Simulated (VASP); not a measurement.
A run of VASP 6.6.1 is set up as follows.

INCAR

```
SYSTEM = MgI2
PREC = Accurate
ENCUT = 520
EDIFF = 1E-6
ISMEAR = 0
SIGMA = 0.02
LREAL = .False.
LASPH = .True.
NELM = 100
ALGO = Fast
ISIF = 2
LWAVE = .False.
LCHARG = .False.
GGA = PE
NBANDS = 15
```

The input KPOINTS:

```
regular mesh
0
Gamma
  6 6 4
  0 0 0
```

The input POSCAR:

```
MgI2
1.0
    4.2848739712     -0.0016199430     -0.0061059392
   -2.1438398974      3.7571243869      0.0009306158
   -0.0100871400     -0.0040485800      7.1977576600
Mg I
1 2
Direct
    0.0033404353      0.0001084174      0.0043660740
    0.3298491633      0.6682401084      0.7583018158
    0.6668117914      0.3316542542      0.2373321102
```

Potentials or basis: VASP PAW PBE potentials, release 64 (Mg, I).

The run is started by

```sh
$ cat potpaw_PBE.64/Mg/POTCAR potpaw_PBE.64/I/POTCAR > POTCAR
$ mpirun -np 1 vasp_std > vasp.out
```

Task: What does it give for the pressure?

Result: -1.7 GPa.

Task: Predict the largest force.

Result: 0.511 eV/Å.

Stress tensor (GPa, compression positive):
```
-1.65  0.03 -0.02
 0.03 -1.90  0.01
-0.02  0.01 -1.49
```
